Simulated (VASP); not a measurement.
# Cs2HgSe2: NMR shieldings, part 5 of 5

What are the shielding tensors of Cs2HgSe2? The cell has space group Pbam. The start is a cell from a database of measured crystal structures.

VASP 6.6.1, plane waves and PAW; the level of theory is named at each step.

So far. Step 2 (Relaxation): At PBEsol, with these data sets, the largest force is down to 0.0070 eV/Å. Step 3 (Ground state): The cell has a gap of 1.93 eV on this mesh. Spin-orbit coupling is left out, which can shift or reorder these edges. Forces of up to 0.23 eV/Å remain in these settings.

### Step 5. Cell stretched (continued)

Level of this step: chemical shifts by linear response (GIPAW), PBE; plane waves and PAW (Hg, Cs_sv, Se) (VASP).

Parts of OUTCAR (step 5):

```text
   ENCUT  =  330.0 eV  24.25 Ry    4.92 a.u.  12.28 15.50  7.07*2*pi/ulx,y,z

   NELECT =      84.0000    total number of electrons

  Total        1.0947341      1.2481083      1.5168799      0.0000000      0.0000000      0.0000000
  in kB        4.2338186      4.8269839      5.8664423      0.0000000      0.0000000      0.0000000
  external PRESSURE =       4.9757483 kB  Pullay stress =       0.0000000 kB

 POSITION                                       TOTAL-FORCE (eV/Angst)
 -----------------------------------------------------------------------------------
      4.14630      5.23307      0.00000         0.000000     -0.000000      0.000000
      0.00000      0.00000      0.00000         0.000000     -0.000000      0.000000
      3.25255      8.72328      2.38660        -0.025826     -0.018663     -0.000000
      5.04006      1.74286      2.38660         0.025826      0.018663      0.000000
      7.39885      6.97593      2.38660        -0.025826      0.018663     -0.000000
      0.89376      3.49021      2.38660         0.025826     -0.018663      0.000000
      1.88888      6.22652      0.00000         0.077839     -0.021490     -0.000000
      6.40373      4.23962      0.00000        -0.077839      0.021490      0.000000
      6.03518      9.47269      0.00000         0.077839      0.021490     -0.000000
      2.25742      0.99345      0.00000        -0.077839     -0.021490      0.000000
 -----------------------------------------------------------------------------------
    total drift:                                0.000000     -0.000000      0.000000

 Electric field gradients after diagonalization (V/A^2)
 (convention: |V_zz| > |V_xx| > |V_yy|)
----------------------------------------------------------------------
 ion       V_xx      V_yy      V_zz     asymmetry (V_yy - V_xx)/ V_zz
----------------------------------------------------------------------
   1     374.951   361.309  -736.261       0.019
   2     374.951   361.309  -736.261       0.019
   3     -42.781   -20.935    63.716       0.343
   4     -42.781   -20.935    63.716       0.343
   5     -42.781   -20.935    63.716       0.343
   6     -42.781   -20.935    63.716       0.343
   7    -181.734  -173.642   355.376       0.023
   8    -181.734  -173.642   355.376       0.023
   9    -181.734  -173.642   355.376       0.023
  10    -181.734  -173.642   355.376       0.023
----------------------------------------------------------------------

  ORBITAL MAGNETIC SUSCEPTIBILITY, excluding core contribution
 -------------------------------------------------------------
  Approximate magnetic susceptibility, pGv (10^-6 cm^3/mole)
     1       -251.706641          0.000000          0.000000
     2          0.000000       -236.790344          0.000000
     3          0.000000          0.000000       -237.009606
 -------------------------------------------------------------
  Approximate magnetic susceptibility, vGv (10^-6 cm^3/mole)
     1       -233.242763          0.000000          0.000000
     2          0.000000       -223.035770          0.000000
     3          0.000000          0.000000       -225.992006

  BDIR labels direction of applied magnetic field (i.e. B0)
  For BDIR==1, B0 along x-axis, etc.
  Induced field listed along cartesian directions for each BDIR
 ------------------------------------------------------------------------------------------
                 EXCLUDING G=0 CONTRIBUTION              INCLUDING G=0 CONTRIBUTION
 ------------------------------------------------------------------------------------------
  ion  BDIR            X           Y           Z                X           Y           Z
          (   iso_shield        span        skew ) (   iso_shield        span        skew )
 ------------------------------------------------------------------------------------------
    1     1    9704.0758  -2109.7328      0.0000        9715.9328  -2109.7328      0.0000
          2   -2099.2766   5960.2229      0.0000       -2099.2766   5971.5790      0.0000
          3       0.0000      0.0000   4978.7552           0.0000      0.0000   4990.1187
          (    6881.0180   5669.9610      0.9870 ) (    6892.5435   5670.3705      0.9870 )

    2     1    9704.0758   2109.7328      0.0000        9715.9328   2109.7328      0.0000
          2    2099.2766   5960.2229      0.0000        2099.2766   5971.5790      0.0000
          3       0.0000      0.0000   4978.7552           0.0000      0.0000   4990.1187
          (    6881.0180   5669.9610      0.9870 ) (    6892.5435   5670.3705      0.9870 )

    3     1    5113.8263     28.7482      0.0000        5125.6833     28.7482      0.0000
          2      44.5057   5152.0098      0.0000          44.5057   5163.3659      0.0000
          3      -0.0000      0.0000   5068.8978          -0.0000      0.0000   5080.2613
          (    5111.5780    105.3244      0.5686 ) (    5123.1035    105.4523      0.5624 )

    4     1    5113.8263     28.7482      0.0000        5125.6833     28.7482      0.0000
          2      44.5057   5152.0098      0.0000          44.5057   5163.3659      0.0000
          3      -0.0000      0.0000   5068.8978          -0.0000      0.0000   5080.2613
          (    5111.5780    105.3244      0.5686 ) (    5123.1035    105.4523      0.5624 )

    5     1    5113.8263    -28.7482     -0.0000        5125.6833    -28.7482     -0.0000
          2     -44.5057   5152.0098      0.0000         -44.5057   5163.3659      0.0000
          3       0.0000      0.0000   5068.8978           0.0000      0.0000   5080.2613
          (    5111.5780    105.3244      0.5686 ) (    5123.1035    105.4523      0.5624 )

    6     1    5113.8263    -28.7482     -0.0000        5125.6833    -28.7482     -0.0000
          2     -44.5057   5152.0098      0.0000         -44.5057   5163.3659      0.0000
          3       0.0000      0.0000   5068.8978           0.0000      0.0000   5080.2613
          (    5111.5780    105.3244      0.5686 ) (    5123.1035    105.4523      0.5624 )

    7     1    1793.1375   -415.9549      0.0000        1804.9945   -415.9549      0.0000
          2    -401.1343    967.4502      0.0000        -401.1343    978.8064      0.0000
          3       0.0000      0.0000    823.4256           0.0000      0.0000    834.7891
          (    1194.6711   1161.6343      0.9588 ) (    1206.1967   1161.9904      0.9589 )

    8     1    1793.1375   -415.9549      0.0000        1804.9945   -415.9549      0.0000
          2    -401.1343    967.4502      0.0000        -401.1343    978.8064      0.0000
          3       0.0000      0.0000    823.4256           0.0000      0.0000    834.7891
          (    1194.6711   1161.6343      0.9588 ) (    1206.1967   1161.9904      0.9589 )

    9     1    1793.1375    415.9549      0.0000        1804.9945    415.9549      0.0000
          2     401.1343    967.4502      0.0000         401.1343    978.8064      0.0000
          3       0.0000     -0.0000    823.4256           0.0000     -0.0000    834.7891
          (    1194.6711   1161.6343      0.9588 ) (    1206.1967   1161.9904      0.9589 )

   10     1    1793.1375    415.9549      0.0000        1804.9945    415.9549      0.0000
          2     401.1343    967.4502      0.0000         401.1343    978.8064      0.0000
          3       0.0000     -0.0000    823.4256           0.0000     -0.0000    834.7891
          (    1194.6711   1161.6343      0.9588 ) (    1206.1967   1161.9904      0.9589 )
 ------------------------------------------------------------------------------------------

[... 5 parts as in an earlier step ...]

[... 6 further parts left out ...]
```

Numbers from this step:

```
free energy (TOTEN)            : -26.59 eV
Fermi energy                   : 0.5062 eV
pressure                       : 0.4976 GPa
gap on the k-mesh              : 1.823 eV
least direct gap on the k-mesh : 1.845 eV
```

Valence and core; the G = 0 term is that of a spherical sample. NMR shielding, by row:

| atom | isotropic shielding (ppm) | span (ppm) | skew | isotropic shielding without the G = 0 term (ppm) |
| --- | --- | --- | --- | --- |
| Hg1 | 6893 | 5670 | 0.987 | 6881 |
| Hg2 | 6893 | 5670 | 0.987 | 6881 |
| Cs3 | 5123 | 105.5 | 0.5624 | 5112 |
| Cs4 | 5123 | 105.5 | 0.5624 | 5112 |
| Cs5 | 5123 | 105.5 | 0.5624 | 5112 |
| Cs6 | 5123 | 105.5 | 0.5624 | 5112 |
| Se7 | 1206 | 1162 | 0.9589 | 1195 |
| Se8 | 1206 | 1162 | 0.9589 | 1195 |
| Se9 | 1206 | 1162 | 0.9589 | 1195 |
| Se10 | 1206 | 1162 | 0.9589 | 1195 |

Ordered as |Vzz| ≥ |Vxx| ≥ |Vyy|, the program's way. Electric field gradients, by row:

| atom | Vxx (V/Å²) | Vyy (V/Å²) | Vzz (V/Å²) | asymmetry |
| --- | --- | --- | --- | --- |
| Hg1 | 375 | 361.3 | -736.3 | 0.019 |
| Hg2 | 375 | 361.3 | -736.3 | 0.019 |
| Cs3 | -42.78 | -20.93 | 63.72 | 0.343 |
| Cs4 | -42.78 | -20.93 | 63.72 | 0.343 |
| Cs5 | -42.78 | -20.93 | 63.72 | 0.343 |
| Cs6 | -42.78 | -20.93 | 63.72 | 0.343 |
| Se7 | -181.7 | -173.6 | 355.4 | 0.023 |
| Se8 | -181.7 | -173.6 | 355.4 | 0.023 |
| Se9 | -181.7 | -173.6 | 355.4 | 0.023 |
| Se10 | -181.7 | -173.6 | 355.4 | 0.023 |

Against the first shielding run the largest change is +138.4 ppm, on Hg1.

### Step 6. Lower cutoff

A lower cutoff shows what can be saved.

File INCAR:

```
SYSTEM = Cs2HgSe2
PREC = Accurate
ENCUT = 300
EDIFF = 1E-09
NELM = 100
ISMEAR = 0
SIGMA = 0.01
LREAL = .FALSE.
ALGO = Normal
GGA = PE
NBANDS = 52
LWAVE = .FALSE.
LCHARG = .FALSE.
KPAR = 4
LCHIMAG = .TRUE.
LEFG = .TRUE.
DQ = 0.001
ICHIBARE = 1
LNMR_SYM_RED = .TRUE.
```

File POSCAR:

```
Cs2HgSe2
1.0
    8.1849000000      0.0000000000      0.0000000000
    0.0000000000     10.3302000000      0.0000000000
    0.0000000000      0.0000000000      4.7112000000
Hg Cs Se
2 4 4
Direct
    0.5000000000      0.5000000000      0.0000000000
    0.0000000000      0.0000000000      0.0000000000
    0.3922223141      0.8334766617      0.5000000000
    0.6077776859      0.1665233383      0.5000000000
    0.8922223141      0.6665233383      0.5000000000
    0.1077776859      0.3334766617      0.5000000000
    0.2277788365      0.5949200905      0.0000000000
    0.7722211635      0.4050799095      0.0000000000
    0.7277788365      0.9050799095      0.0000000000
    0.2722211635      0.0949200905      0.0000000000
```

File KPOINTS:

```
Automatic mesh
0
Gamma
6 4 8
0 0 0
```

PAW data sets: Hg, Cs_sv and Se (PBE family, release 64).

Launch:

```bash
$ mpirun -np 4 vasp_std
```

The log of the run:

```text
[... set-up lines as in an earlier step ...]
 entering main loop
       N       E                     dE             d eps       ncg     rms          rms(c)
DAV:   1     0.474377093055E+03    0.47438E+03   -0.26067E+04  6240   0.879E+02
DAV:   2     0.107086914480E+02   -0.46367E+03   -0.45149E+03  7680   0.227E+02
DAV:   3    -0.295079056970E+02   -0.40217E+02   -0.40086E+02  7280   0.715E+01
DAV:   4    -0.300682624755E+02   -0.56036E+00   -0.55943E+00  7312   0.932E+00
[...]
DAV:  20    -0.264896050194E+02   -0.10787E-08   -0.86817E-11  3832   0.395E-05    0.393E-05
DAV:  21    -0.264896050172E+02    0.21391E-08   -0.48218E-11  3788   0.273E-05    0.173E-05
DAV:  22    -0.264896050181E+02   -0.87948E-09   -0.45769E-12  3716   0.142E-05
ion   1
     0.0000000     5.7978106     0.0000000     4.5119419     0.0000000    -5.1559513
     0.0000680     5.7978106     0.0000000     4.5119418     0.0000000    -5.1559512
     0.0000937     5.7978105     0.0000000     4.5119418     0.0000000    -5.1559512
     0.0001290     5.7978103     0.0000000     4.5119416     0.0000000    -5.1559510
     0.0001777     5.7978100     0.0000000     4.5119414     0.0000000    -5.1559508

     0.0000000  -397.7867455     0.0000000  -314.2079513     0.0000000   352.4432871
     0.0000680  -396.8651887     0.0000000  -313.4839525     0.0000000   351.6266556
     0.0000937  -396.4215609     0.0000000  -313.1354983     0.0000000   351.2335473
     0.0001290  -395.7427276     0.0000000  -312.6023418     0.0000000   350.6320241
     0.0001777  -394.7085045     0.0000000  -311.7901268     0.0000000   349.7155942

ion   2
     0.0000000    -5.7978106     0.0000000     4.5119419     0.0000000    -5.1559513
     0.0000680    -5.7978106     0.0000000     4.5119418     0.0000000    -5.1559512
     0.0000937    -5.7978105     0.0000000     4.5119418     0.0000000    -5.1559512
     0.0001290    -5.7978103     0.0000000     4.5119416     0.0000000    -5.1559510
     0.0001777    -5.7978100     0.0000000     4.5119414     0.0000000    -5.1559508

     0.0000000   397.7867455     0.0000000  -314.2079513     0.0000000   352.4432871
     0.0000680   396.8651887     0.0000000  -313.4839525     0.0000000   351.6266556
     0.0000937   396.4215609     0.0000000  -313.1354983     0.0000000   351.2335473
     0.0001290   395.7427276     0.0000000  -312.6023418     0.0000000   350.6320241
     0.0001777   394.7085045     0.0000000  -311.7901268     0.0000000   349.7155942

ion   3
     0.0000000     0.0969406     0.0000000     0.2232142    -0.0000000    -0.2145647
     0.0000593     0.0969406     0.0000000     0.2232142    -0.0000000    -0.2145647
     0.0000817     0.0969406     0.0000000     0.2232142    -0.0000000    -0.2145647
     0.0001125     0.0969406     0.0000000     0.2232142    -0.0000000    -0.2145647
     0.0001549     0.0969406     0.0000000     0.2232142    -0.0000000    -0.2145647

[...]
0.0000000   172.1771461     0.0000000   138.0091026    -0.0000000  -156.6685453
     0.0000499   172.1697731     0.0000000   138.0031864    -0.0000000  -156.6618247
     0.0000687   172.1656453     0.0000000   137.9998735    -0.0000000  -156.6580613
     0.0000946   172.1589585     0.0000000   137.9945065    -0.0000000  -156.6519644
     0.0001302   172.1481808     0.0000000   137.9858553    -0.0000000  -156.6421365

ion   9
     0.0000000    -3.2114060     0.0000000     2.6019361    -0.0000000    -2.9432111
     0.0000499    -3.2114059     0.0000000     2.6019361    -0.0000000    -2.9432111
     0.0000687    -3.2114059     0.0000000     2.6019361    -0.0000000    -2.9432110
     0.0000946    -3.2114059     0.0000000     2.6019360    -0.0000000    -2.9432110
     0.0001302    -3.2114058     0.0000000     2.6019360    -0.0000000    -2.9432109

     0.0000000  -172.1771461    -0.0000000   138.0091026    -0.0000000  -156.6685453
     0.0000499  -172.1697731    -0.0000000   138.0031864    -0.0000000  -156.6618247
     0.0000687  -172.1656453    -0.0000000   137.9998735    -0.0000000  -156.6580613
     0.0000946  -172.1589585    -0.0000000   137.9945065    -0.0000000  -156.6519644
     0.0001302  -172.1481808    -0.0000000   137.9858553    -0.0000000  -156.6421365

ion  10
     0.0000000    -3.2114060     0.0000000     2.6019361    -0.0000000    -2.9432111
     0.0000499    -3.2114059     0.0000000     2.6019361    -0.0000000    -2.9432111
     0.0000687    -3.2114059     0.0000000     2.6019361    -0.0000000    -2.9432110
     0.0000946    -3.2114059     0.0000000     2.6019360    -0.0000000    -2.9432110
     0.0001302    -3.2114058     0.0000000     2.6019360    -0.0000000    -2.9432109

     0.0000000  -172.1771461    -0.0000000   138.0091026    -0.0000000  -156.6685453
     0.0000499  -172.1697731    -0.0000000   138.0031864    -0.0000000  -156.6618247
     0.0000687  -172.1656453    -0.0000000   137.9998735    -0.0000000  -156.6580613
     0.0000946  -172.1589585    -0.0000000   137.9945065    -0.0000000  -156.6519644
     0.0001302  -172.1481808    -0.0000000   137.9858553    -0.0000000  -156.6421365

   1 F= -.26489605E+02 E0= -.26489605E+02  d E =-.115824E-13
DAV:   1    -0.551673776251E+03   -0.55167E+03    0.00000E+00     0   0.000E+00
DAV:   2    -0.551673776251E+03    0.00000E+00    0.00000E+00     0   0.000E+00
BDIR= 1  IDIR= 2  IQ= -1
DAV:   1    -0.110334532625E+04   -0.11033E+04   -0.11703E-01  6820   0.107E+00
DAV:   2    -0.110334577982E+04   -0.45358E-03   -0.45357E-03  7012   0.202E-01
DAV:   3    -0.110334578489E+04   -0.50646E-05   -0.50646E-05  7616   0.194E-02
DAV:   4    -0.110334578493E+04   -0.42453E-07   -0.42429E-07  7292   0.204E-03
DAV:   5    -0.110334578493E+04   -0.10543E-08   -0.11242E-08  7080   0.266E-04
DAV:   6    -0.110334578493E+04   -0.49795E-10   -0.34523E-10  4988   0.441E-05
       N       E                     dE             d eps       ncg     rms
RMM:   1    -0.377002060858E+03   -0.37700E+03   -0.46112E+02  9810   0.557E+01
RMM:   2    -0.383381913818E+03   -0.63799E+01   -0.14431E+01 10894   0.805E+00
RMM:   3    -0.383866348793E+03   -0.48443E+00   -0.96599E-01 11133   0.128E+00
RMM:   4    -0.383887967582E+03   -0.21619E-01   -0.45516E-02 11133   0.249E-01
[...]
RMM:   9    -0.383889306473E+03   -0.32164E-07   -0.94478E-08  6422   0.225E-04
RMM:  10    -0.383889306476E+03   -0.29929E-08   -0.99072E-09  4311   0.901E-05
RMM:  11    -0.383889306476E+03   -0.26745E-09   -0.69822E-10  3464   0.660E-05
BDIR= 1  IDIR= 2  IQ=  0
```

Elapsed: 5.4 min, on 4 MPI ranks of Intel Xeon Platinum 8488C (Sapphire Rapids), shared host.

The run was cut off at its time limit.

### Step 7. Results

```yaml
hg_isotropic_shielding: 6754.1 ppm
cs_isotropic_shielding: 5057.6 ppm
se_isotropic_shielding: 1246.1 ppm
```

In words: At PBE, in the first shielding run, the isotropic shieldings are Hg 6754.1 ppm; Cs 5057.6 ppm; Se 1246.1 ppm. In the first shielding run the widest tensor is that of Hg1, with a span (largest less smallest principal value) of 5828 ppm. The largest field gradient of that run is Vzz = -779 V/Å² at Hg1. Shifts were not obtained, since a shift is the shielding of a reference compound, computed alike, less these values. The G = 0 term is the part set by the sample's shape, taken here for a sphere. Spin-orbit effects on the shifts of and near heavy atoms are left out. No finer mesh was run, so convergence in it isn't shown. VASP's guide advises LASPH and NLSPLINE for shieldings, which this input doesn't set; the effect wasn't tested. The run «lower cutoff» ended without a result (time limit). The cell has space group Pbam. The atoms were relaxed with other settings, and carry forces of up to 0.23 eV/Å in the first shielding run, at PBE. Not tabulated here, as repeats of values shown or as unfit to read for their mesh, reference level or band range: gaps (relaxation).

[Lines on the potential files, build, host, timing and source positions are cut from VASP's logs without a mark.]

[Logs are printed without paths, hosts, clocks, repeated set-up lines and the standing remarks that a program may print on its own settings, such as how far it seeks lower states.]

[Hosts, paths, dates, database ids (printed as entryN), source tags and the programs' standing remarks are cut or masked in the printed files.]
